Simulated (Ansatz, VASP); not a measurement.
# BP in two plane-wave programs

Aim: how closely do two programs agree when they are given the same cell, functional and k mesh? The cell is taken from a series of runs on this material, whose earlier steps may have relaxed, scaled, displaced or heated it; both programs get it as it stands.

Main program and level: Ansatz 0.2.0; plane waves, with VASP 6.6.1 beside it; zone-centre phonons at LDA.

### Step 1. Set-up

Symmetry: Imm2, No. 44, orthorhombic system. Conventional cell: a = 3.175 Å, b = 3.207 Å, c = 4.480 Å, α = 90.00°, β = 90.00°, γ = 90.00°. Nearest to B lie 4 P at 1.95 Å. Nearest to P lie 4 B at 1.95 Å. Farther neighbours are not listed.

Coordinates:

```xyz
2
Lattice="0.0114 2.2563 2.2401 2.2563 0.0114 2.2401 2.2677 2.2677 0.0000" Properties=species:S:1:pos:R:3 pbc="T T T"
B     2.2677    2.2677    4.4782
P     3.4016    3.4016    3.3622
```

### Step 2. VASP: zone-centre phonons, LDA, pair 1

Second derivatives magnify differences that forces hide, and they need a tight electronic threshold.

Lines of VASP's logs that name or quote its potential files are left out, and so is its time.

Input file INCAR:

```
SYSTEM = BP
PREC = Accurate
ENCUT = 500
EDIFF = 1E-08
NELM = 120
ISMEAR = 0
SIGMA = 0.01
LREAL = .FALSE.
ALGO = Normal
GGA = CA
NBANDS = 10
LORBIT = 11
LWAVE = .FALSE.
LCHARG = .FALSE.
ISIF = 2
IBRION = 8
LASPH = .TRUE.
GGA_COMPAT = .FALSE.
EFERMI = MIDGAP
KPAR = 2
```

Input file POSCAR:

```
BP
1.0
    0.0114335908      2.2563105261      2.2401026546
    2.2563105261      0.0114335908      2.2401026546
    2.2677441170      2.2677441170      0.0000000001
B P
1 1
Direct
    0.9995419354      0.9995419354      0.0004580646
    0.7504580646      0.7504580646      0.7495419354
```

Input file KPOINTS:

```
Automatic mesh
0
Gamma
12 12 12
0 0 0
```

Potentials, in the order of the species: B and P (LDA family, release 64).

Run with:

```sh
$ mpirun -np 2 vasp_std
```

Numbers of over 12 decimals in the logs are rounded to 6 here.

The log of the run:

```text
[banner, memory and clock lines left out]
running    2 mpi-ranks, on    1 nodes
 distrk:  each k-point on    1 cores,    2 groups
 distr:  one band on    1 cores,    1 groups

 POSCAR found type information on POSCAR B P
 POSCAR found :  2 types and       2 ions
 LDA part: xc-table for (Slater(with rela. corr.)+CA(PZ))
 , standard interpolation
 POSCAR, INCAR and KPOINTS ok, starting setup
 FFT: planning ... GRIDC
 FFT: planning ... GRID_SOFT
 FFT: planning ... GRID
 WAVECAR not read
 entering main loop
       N       E                     dE             d eps       ncg     rms          rms(c)
DAV:   1     0.719957604247E+01    0.71996E+01   -0.40026E+03  5608   0.702E+02
DAV:   2    -0.147425391316E+02   -0.21942E+02   -0.20859E+02  7872   0.109E+02
DAV:   3    -0.152763032951E+02   -0.53376E+00   -0.53274E+00  6912   0.160E+01
DAV:   4    -0.152783556596E+02   -0.20524E-02   -0.20521E-02  6858   0.113E+00
DAV:   5    -0.152783649579E+02   -0.92983E-05   -0.92981E-05  6670   0.722E-02    0.760E+00
DAV:   6    -0.145295971958E+02    0.74877E+00   -0.17536E+00  6208   0.618E+00    0.402E+00
DAV:   7    -0.144095144644E+02    0.12008E+00   -0.28579E-01  7156   0.286E+00    0.129E+00
DAV:   8    -0.143965424329E+02    0.12972E-01   -0.34913E-02  6702   0.104E+00    0.242E-01
DAV:   9    -0.143965694171E+02   -0.26984E-04   -0.73913E-04  6334   0.204E-01    0.158E-01
DAV:  10    -0.143965656943E+02    0.37229E-05   -0.14281E-04  6238   0.719E-02    0.343E-02
DAV:  11    -0.143965675626E+02   -0.18684E-05   -0.57716E-06  7062   0.134E-02    0.365E-02
DAV:  12    -0.143965672582E+02    0.30439E-06   -0.18631E-06  6408   0.619E-03    0.819E-03
DAV:  13    -0.143965672647E+02   -0.64832E-08   -0.69668E-08  6790   0.171E-03
   1 F= -.14396567E+02 E0= -.14396567E+02  d E =0.000000E+00
 Linear response reoptimize wavefunctions to high precision
DAV:   1    -0.143965672610E+02    0.37398E-08   -0.12124E-08  6320   0.515E-04
DAV:   2    -0.143965672610E+02   -0.20577E-10   -0.24269E-10  3194   0.127E-04
 Linear response DOF=           4
 Linear response progress:
  Degree of freedom:   1/  4
       N       E                     dE             d eps       ncg     rms          rms(c)
RMM:   1    -0.466179842898E-01   -0.46618E-01   -0.93862E-03 43682   0.116E+00
RMM:   2    -0.425897400007E-01    0.40282E-02   -0.11243E-03 27382   0.244E-01    0.152E-01
RMM:   3    -0.425501596267E-01    0.39580E-04   -0.25487E-04 28515   0.929E-02    0.798E-02
RMM:   4    -0.429541349789E-01   -0.40398E-03   -0.24472E-04 27628   0.875E-02    0.968E-03
RMM:   5    -0.429267061629E-01    0.27429E-04   -0.15190E-06 29624   0.111E-02    0.120E-03
RMM:   6    -0.429285316223E-01   -0.18255E-05   -0.10056E-07 29700   0.135E-03    0.446E-04
RMM:   7    -0.429271022298E-01    0.14294E-05    0.16411E-08 30311   0.356E-04    0.108E-04
RMM:   8    -0.429273488989E-01   -0.24667E-06   -0.59105E-08 31206   0.655E-05    0.303E-05
RMM:   9    -0.429273167496E-01    0.32149E-07   -0.42697E-08 31351   0.236E-05    0.354E-06
RMM:  10    -0.429273428875E-01   -0.26138E-07   -0.17663E-08 31557   0.807E-06    0.145E-06
RMM:  11    -0.429273323318E-01    0.10556E-07    0.75547E-10 27786   0.485E-06    0.202E-07
RMM:  12    -0.429273327989E-01   -0.46713E-09   -0.84981E-09 18176   0.362E-06    0.667E-08
 first order change of Fermi-energy   0.41567E-04
 force on displaced ion       1 direction 1 : -19.456   0.267  -0.000
 Linear response progress:
  Degree of freedom:   2/  4
       N       E                     dE             d eps       ncg     rms          rms(c)
RMM:   1    -0.460068654566E-01   -0.46007E-01   -0.58758E-03 13622   0.115E+00
RMM:   2    -0.425724901053E-01    0.34344E-02   -0.11582E-03  8829   0.239E-01    0.151E-01
RMM:   3    -0.425267231332E-01    0.45767E-04   -0.23754E-04  9060   0.920E-02    0.793E-02
RMM:   4    -0.429283595870E-01   -0.40164E-03   -0.22683E-04  8885   0.867E-02    0.966E-03
RMM:   5    -0.429033890425E-01    0.24971E-04   -0.16377E-06  9487   0.109E-02    0.132E-03
RMM:   6    -0.429047073694E-01   -0.13183E-05   -0.26902E-08  9442   0.136E-03    0.425E-04
RMM:   7    -0.429032008305E-01    0.15065E-05    0.75341E-09  9695   0.364E-04    0.124E-04
RMM:   8    -0.429033560299E-01   -0.15520E-06    0.40934E-09  9935   0.703E-05    0.330E-05
RMM:   9    -0.429033052478E-01    0.50782E-07    0.79116E-09 10016   0.232E-05    0.101E-05
RMM:  10    -0.429033363175E-01   -0.31070E-07    0.12905E-09  9985   0.887E-06    0.142E-06
RMM:  11    -0.429033329870E-01    0.33304E-08    0.57204E-09  8689   0.422E-06    0.329E-07
 first order change of Fermi-energy   0.33842E+00
 force on displaced ion       1 direction 3 :   0.000   0.000 -19.481
 Linear response progress:
  Degree of freedom:   3/  4
       N       E                     dE             d eps       ncg     rms          rms(c)
RMM:   1    -0.440834815224E-01   -0.44083E-01   -0.49028E-04 40923   0.144E+00
RMM:   2    -0.410137637861E-01    0.30697E-02   -0.10302E-03 26919   0.223E-01    0.151E-01
RMM:   3    -0.410187584910E-01   -0.49947E-05   -0.31356E-05 28753   0.373E-02    0.854E-02
RMM:   4    -0.412949998164E-01   -0.27624E-03   -0.25760E-05 28544   0.358E-02    0.786E-03
RMM:   5    -0.412654986155E-01    0.29501E-04   -0.98739E-07 30107   0.602E-03    0.382E-03
RMM:   6    -0.412602062336E-01    0.52924E-05    0.11241E-07 29994   0.829E-04    0.237E-03
RMM:   7    -0.412600697894E-01    0.13644E-06   -0.85252E-09 30294   0.416E-04    0.111E-04
RMM:   8    -0.412596143290E-01    0.45546E-06   -0.78373E-08 30901   0.696E-05    0.476E-05
RMM:   9    -0.412595369405E-01    0.77389E-07   -0.14678E-07 31321   0.232E-05    0.396E-06
RMM:  10    -0.412595489344E-01   -0.11994E-07   -0.60947E-08 31771   0.750E-06    0.524E-06
RMM:  11    -0.412595375079E-01    0.11427E-07   -0.16316E-08 27446   0.503E-06    0.328E-07
RMM:  12    -0.412595382616E-01   -0.75375E-09   -0.19939E-08 15716   0.380E-06    0.893E-08
 first order change of Fermi-energy   0.23849E-04
 force on displaced ion       2 direction 1 : -19.459   0.268   0.000
 Linear response progress:
  Degree of freedom:   4/  4
       N       E                     dE             d eps       ncg     rms          rms(c)
RMM:   1    -0.434654028508E-01   -0.43465E-01    0.26294E-03 12886   0.143E+00
RMM:   2    -0.408896937124E-01    0.25757E-02   -0.86449E-04  8689   0.219E-01    0.149E-01
RMM:   3    -0.409014306124E-01   -0.11737E-04   -0.26027E-05  9220   0.367E-02    0.848E-02
RMM:   4    -0.411689594546E-01   -0.26753E-03   -0.24944E-05  9126   0.351E-02    0.779E-03
RMM:   5    -0.411431903619E-01    0.25769E-04   -0.11195E-06  9591   0.564E-03    0.399E-03
RMM:   6    -0.411361542998E-01    0.70361E-05   -0.37045E-08  9554   0.892E-04    0.221E-03
RMM:   7    -0.411355680014E-01    0.58630E-06    0.67899E-09  9734   0.291E-04    0.566E-04
RMM:   8    -0.411351353182E-01    0.43268E-06    0.11644E-08  9847   0.888E-05    0.257E-05
RMM:   9    -0.411351404919E-01   -0.51737E-08    0.33850E-08 10101   0.253E-05    0.127E-05
 first order change of Fermi-energy  -0.33779E+00
 force on displaced ion       2 direction 3 :   0.000   0.000 -19.482
 Linear response finished
```

Parts of OUTCAR (step 2):

```text
ion  position               nearest neighbor table
   1  1.000  1.000  0.000-   2 1.95   2 1.95   2 1.95   2 1.95
   2  0.750  0.750  0.750-   1 1.95   1 1.95   1 1.95   1 1.95

  LATTYP: Found a body centered orthorhombic cell.
 ALAT       =     3.1747354078
 B/A-ratio  =     1.0101863854
 C/A-ratio  =     1.4112058908

 Subroutine GETGRP returns: Found  4 space group operations
 (whereof  4 operations were pure point group operations)

The static configuration has the point symmetry C_2v.

 Found    280 irreducible k-points:

   k-points           NKPTS =    280   k-points in BZ     NKDIM =    280   number of bands    NBANDS=     10

   dimension x,y,z NGX =    24 NGY =   24 NGZ =   24
   dimension x,y,z NGXF=    48 NGYF=   48 NGZF=   48

   ENCUT  =  500.0 eV  36.75 Ry    6.06 a.u.   5.80  5.80  5.85*2*pi/ulx,y,z

   NELECT =       8.0000    total number of electrons

 k-points in reciprocal lattice and weights: Automatic mesh
   0.00000000  0.00000000  0.00000000       0.001
   0.08333333 -0.00000000  0.00000000       0.002
   0.16666667  0.00000000  0.00000000       0.002
   0.25000000  0.00000000 -0.00000000       0.002
   0.33333333  0.00000000  0.00000000       0.002
   0.41666667  0.00000000 -0.00000000       0.002
   0.50000000  0.00000000 -0.00000000       0.001
   0.08333333  0.08333333  0.00000000       0.001
   0.16666667  0.08333333  0.00000000       0.002
[...]
0.25000000  0.25000000  0.50000000       0.001
  -0.25000000  0.25000000  0.50000000       0.001

 average (electrostatic) potential at core
       1 -29.6588       2 -81.9890

  Total       -0.2906422     -0.2906422     -0.0167304     -0.2741563     -0.0000000     -0.0000000
  in kB      -20.4166649    -20.4166649     -1.1752580    -19.2585806     -0.0000000     -0.0000000
  external PRESSURE =     -14.0028626 kB  Pullay stress =       0.0000000 kB

  energy-cutoff  :      500.00
  volume of cell :       22.81
      direct lattice vectors                 reciprocal lattice vectors
     0.011433591  2.256310526  2.240102655    -0.222729359  0.222729359  0.223204057
     2.256310526  0.011433591  2.240102655     0.222729359 -0.222729359  0.223204057
     2.267744117  2.267744117  0.000000000     0.220483429  0.220483429 -0.223204057

 POSITION                                       TOTAL-FORCE (eV/Angst)
 -----------------------------------------------------------------------------------
      2.26774      2.26774      4.47815        -0.000000     -0.000000      0.000865
      3.40162      3.40162      3.36221         0.000000      0.000000     -0.000865
 -----------------------------------------------------------------------------------
    total drift:                               -0.000000     -0.000000      0.000017

 Eigenvectors and eigenvalues of the dynamical matrix
 ----------------------------------------------------

   1 f  =   24.525995 THz   154.101369 2PiTHz  818.099120 cm-1   101.431318 meV
             X         Y         Z           dx          dy          dz
      2.267744  2.267744  4.478153    -0.608783    0.608783    0.000000
      3.401616  3.401616  3.362206     0.359699   -0.359699   -0.000000

   2 f  =   24.374622 THz   153.150265 2PiTHz  813.049865 cm-1   100.805290 meV
             X         Y         Z           dx          dy          dz
      2.267744  2.267744  4.478153    -0.000000   -0.000000    0.860963
      3.401616  3.401616  3.362206     0.000000    0.000000   -0.508668

   3 f  =   24.191187 THz   151.997713 2PiTHz  806.931155 cm-1   100.046667 meV
             X         Y         Z           dx          dy          dz
      2.267744  2.267744  4.478153    -0.608792   -0.608792   -0.000000
      3.401616  3.401616  3.362206     0.359684    0.359684    0.000000

   4 f/i=    0.000379 THz     0.002379 2PiTHz    0.012632 cm-1     0.001566 meV
             X         Y         Z           dx          dy          dz
      2.267744  2.267744  4.478153    -0.000000   -0.000000   -0.508668
      3.401616  3.401616  3.362206    -0.000000   -0.000000   -0.860963

   5 f/i=    0.000446 THz     0.002799 2PiTHz    0.014861 cm-1     0.001842 meV
             X         Y         Z           dx          dy          dz
      2.267744  2.267744  4.478153     0.359684    0.359684   -0.000000
      3.401616  3.401616  3.362206     0.608792    0.608792   -0.000000

   6 f/i=    0.001061 THz     0.006669 2PiTHz    0.035407 cm-1     0.004390 meV
             X         Y         Z           dx          dy          dz
      2.267744  2.267744  4.478153    -0.359699    0.359699   -0.000000
      3.401616  3.401616  3.362206    -0.608783    0.608783   -0.000000

 ELASTIC MODULI CONTR FROM IONIC RELAXATION (kBar)
 Direction    XX          YY          ZZ          XY          YZ          ZX
 --------------------------------------------------------------------------------
 XX          -0.2476     -0.2476     -0.4042      7.1532     -0.0000      0.0000
 YY          -0.2476     -0.2476     -0.4042      7.1532      0.0000     -0.0000
 ZZ          -0.4042     -0.4042     -0.6597     11.6753     -0.0000     -0.0000
 XY           7.1532      7.1532     11.6753   -206.6336     -0.0000     -0.0000
 YZ          -0.0000      0.0000     -0.0000     -0.0000   -202.0320     18.3601
 ZX           0.0000     -0.0000     -0.0000     -0.0000     18.3601   -197.7898
 --------------------------------------------------------------------------------
```

### Step 3. Ansatz: zone-centre phonons, LDA, pair 1

Ansatz runs on its PAW soft_1 files.

The same cell, functional (in two slightly different forms) and mesh now go to Ansatz, which takes its cutoff from its data sets.

Input file input.yaml:

```yaml
crystal:
  lattice:
    - [0.0114335908, 2.2563105261, 2.2401026546]
    - [2.2563105261, 0.0114335908, 2.2401026546]
    - [2.267744117, 2.267744117, 1.0e-10]
  atoms:
    - { symbol: B, position: [-0.0004580646, -0.0004580646, 0.0004580646] }
    - { symbol: P, position: [0.7504580646, 0.7504580646, 0.7495419354] }
kpoints:
  mp_grid: { grid: [12, 12, 12] }
hamiltonian:
  xc: lda
  pseudopotentials: { kind: paw, azcp: { folder: soft_1 }, xc_functional: pbe }
scf:
  occupations: { method: fixed }
output:
  eigenvalues: true
phonons:
  method: dfpt
```

Run with:

```sh
$ ansatz run input.yaml --threads 4 --pin off --max-ram 10240MiB --backend cpu --events-out ev --progress --plain --runs-dir out
```

The log of the run:

```text
zone centre: on kpoints.mp_grid the ground state, and the responses unless they are solved on pairs of k-points, stand on 476 of the mesh's 1728 k-points, reduced under 2 symmetry operations, with k and −k counted as one. Each operation leaves every solved displacement unchanged or reverses it
Engine: ansatz 0.2.0, aarch64-unknown-linux-gnu
Pseudopotentials: kind: paw
Pseudopotential: B, paw, valence charge 3, recommended cutoff 420 eV (normal), soft_1/B.paw.azcp
Pseudopotential: P, paw, valence charge 5, recommended cutoff 420 eV (normal), soft_1/P.paw.azcp
Functional definition: SPW92
  exchange = slater_x
  correlation = pw_c
Crystal: 2 atoms, lattice volume = 22.808 Å³
Basis set: ecut = 420 eV, 459 PW (Γ), exchange–correlation on 48×48×48 points (8 copies of the dense FFT grid, shifted against one another)
Bands: 8, of which v1, the nominal top of the filled ones, is band 4 counted from 1 (3 counted from 0)
Symmetry: 4 space group operations
k-points: 476 of 1728 (irreducible under 2 space group operations, time reversal used)
Non-local potential: B, projectors of the file, l = 0: 2, l = 1: 2, l = 2: 1
Non-local potential: P, projectors of the file, l = 0: 2, l = 1: 2, l = 2: 1
PAW form: soft (Blöchl's): semilocal exchange-correlation on the pseudo side does not see the compensation charge
PAW frozen core: B, regenerated for the run's functional, and the local potential with it (the file was generated under x = pbe(κ = 0.804, μ = 0.219515), c = pbe(β = 0.066725))
PAW frozen core: P, regenerated for the run's functional, and the local potential with it (the file was generated under x = pbe(κ = 0.804, μ = 0.219515), c = pbe(β = 0.066725))
PAW one-centre angular grid: B, 110 points (default); XC on 64 Gauss nodes
PAW one-centre angular grid: P, 110 points (default); XC on 64 Gauss nodes
Initial density: superposition of atomic densities (chi_scale 0.1, normalization cell, long waves kept (reshape's long-wave potential 0.00 eV rms))
Initial wavefunctions: pseudopotential atomic-orbital guess
Functional: x = slater, c = lda
SCF iter   1: F=—  HF=-877.464434 eV  |F-HF|=—  |Δ(HF+E_count)|=         —  Δρ=9.51e-2  dr2=2.31e0  ethr=3.10e-3  ⟨swp⟩=5.2  Hψ=27924  notcnv=0  defer=914
preconditioner: auto → none  [insulator: Δε(μ)=1.889 eV  Ē_g=13.070 eV  n_scr=0 (ndim 8)  ℏωp=22.0 eV  f_vac=0.000  ε∞_Penn≈3.8]
SCF iter   2: F=—  HF=-876.691455 eV  |F-HF|=—  |Δ(HF+E_count)|=   7.73e-1  Δρ=2.99e-2  dr2=1.56e-1  ethr=3.10e-3  ⟨swp⟩=2.4  Hψ=10599  notcnv=0  defer=857
SCF iter   3: F=—  HF=-876.640183 eV  |F-HF|=—  |Δ(HF+E_count)|=   5.13e-2  Δρ=1.13e-2  dr2=1.84e-2  ethr=1.95e-3  ⟨swp⟩=3.0  Hψ=6699  notcnv=0  defer=917
SCF iter   4: F=—  HF=-876.634728 eV  |F-HF|=—  |Δ(HF+E_count)|=   5.45e-3  Δρ=1.57e-3  dr2=2.62e-4  ethr=2.30e-4  ⟨swp⟩=3.0  Hψ=6644  notcnv=0  defer=950
SCF iter   5: F=—  HF=-876.634675 eV  |F-HF|=—  |Δ(HF+E_count)|=   5.36e-5  Δρ=6.05e-5  dr2=3.18e-7  ethr=3.27e-6  ⟨swp⟩=3.0  Hψ=5906  notcnv=0  defer=951
SCF iter   6: F=—  HF=-876.634675 eV  |F-HF|=—  |Δ(HF+E_count)|=   1.88e-7  Δρ=1.20e-5  dr2=1.51e-8  ethr=3.98e-9  ⟨swp⟩=2.3  Hψ=5676  notcnv=0  defer=927
SCF iter   7: F=—  HF=-876.634675 eV  |F-HF|=—  |Δ(HF+E_count)|=   2.39e-9  Δρ=5.84e-7  dr2=1.02e-10  ethr=1.89e-10  ⟨swp⟩=2.1  Hψ=5706  notcnv=0  defer=927
SCF iter   8: F=-876.634675 eV  HF=-876.634675 eV  |F-HF|=1.59e-12  |Δ(HF+E_count)|=  4.89e-11  Δρ=8.91e-8  dr2=2.27e-12  ethr=1.25e-12  ⟨swp⟩=9.9  Hψ=28293  notcnv=0
SCF 1 converged in 8 iterations: F = -876.634675 eV  dr2 = 2.27e-12
  greatest PAW one-centre occupation: 0.762 electrons in one spin orbital (limit 2), on the P atom at site 1 (counted from 0), in its partial waves of l = 0
DFPT response loops at Γ: preconditioner auto → none (the input reference at scf.mixing.eps_inf says where Resta's filter doesn't serve); β = 0.50; Broyden in place of MSR1
SCF converged after 8 iterations
Free energy (F): -876.634675 eV
Harris-Foulkes:  -876.634675 eV  (|F-HF|=1.59e-12)
Internal energy: -876.634675 eV  (E = F + TS)
E sigma→0 (E₀):  -876.634675 eV
Fermi energy:    9.408668 eV
--- Per-component energies (eV) ---
  E_band       = 22.467576
  E_kinetic    = 122.029615
  E_local      = -61.700502  (includes V_loc(G=0)·N_el)
  E_nonlocal   = 41.731666
  E_hartree    = 16.776113
  E_xc         = -106.438315
  E_vxc        = -101.850671  (∫ρ·V_xc dr)
  E_paw        = -601.405235  (= ΣΔE_a)
  E_vpaw       = -11.294759  (= ΣTr[D̂ρ^β])
  E_aug_tail   = 0.000008  (compensation charges beyond the density's cutoff)
  E_ewald      = -287.791211
  E_core_change = 0.163186  (= ΣΔE_core)
  E_smearing   = -0.000000  (= −TS)
  E_closure    = -0.000000  (closes the sum)
  Σ components = -876.634675   (vs F -876.634675, Δ=0.00e0)
--- Band table (eV; the first three rows and the last of 476) ---
  k-point 0: bands = ["-6.2450", "9.2957", "9.3846", "9.4087", "12.7062", "12.7462", "12.8748", "17.0773"]
  k-point 1: bands = ["-6.1185", "8.3538", "9.1629", "9.1688", "13.0279", "13.1178", "13.1666", "17.4113"]
  k-point 2: bands = ["-5.7422", "6.4571", "8.7103", "8.7193", "13.4603", "13.6443", "13.7601", "18.2365"]
  k-point 475: bands = ["-1.2464", "0.7992", "5.0363", "5.2079", "10.5274", "10.8647", "21.4813", "21.5613"]
--- Phonons (Γ-DFPT): 4 representative perturbations + reference, on 476 of 1728 k-points (Σ response iterations 10) ---
  k mesh reduced under 2 symmetry operations, with k and −k counted as one. Each operation leaves every solved displacement unchanged or reverses it
  ASR residual: 2.708e-5 → 0.000e0 eV/Å²; symmetrization residual: 1.572e-7 eV/Å²
  ASR residual per site (eV/Å²): 2.03e-5 2.71e-5
  Γ frequencies (cm⁻¹): 0.00 0.00 0.00 808.86 815.00 820.06
  non-analytic LO–TO correction: not included (Born effective charges unavailable; polar crystals: no LO–TO splitting at Γ)
```

### Step 4. Side by side

Known differences besides the potentials themselves: the two LDA forms differ slightly; fixed occupations in Ansatz, narrow Gaussian smearing in VASP; the cutoff is 420 eV in Ansatz and 500 eV in VASP; VASP's log shows a relativistic correction to its local exchange, Ansatz's none. Total energies have different zeros and are not compared.

Both answers:

```csv
quantity,Ansatz,VASP,difference
optical mode 1 (cm⁻¹),808.9,806.9,+0.24 %
optical mode 2 (cm⁻¹),815.0,813.0,+0.24 %
optical mode 3 (cm⁻¹),820.1,818.1,+0.24 %
```

Modes are paired by rising frequency, not by their patterns, so a pair may set unlike modes beside each other; they are those without the splitting of longitudinal modes.

(Part 1 of 2 ends here.)

[Lines on the potential files, build, host, timing and source positions are cut from VASP's logs without a mark.]

[Logs are printed without paths, hosts, clocks, repeated set-up lines and the standing remarks that a program may print on its own settings, such as how far it seeks lower states.]

[Hosts, paths, dates, database ids (printed as entryN), source tags and the programs' standing remarks are cut or masked in the printed files.]
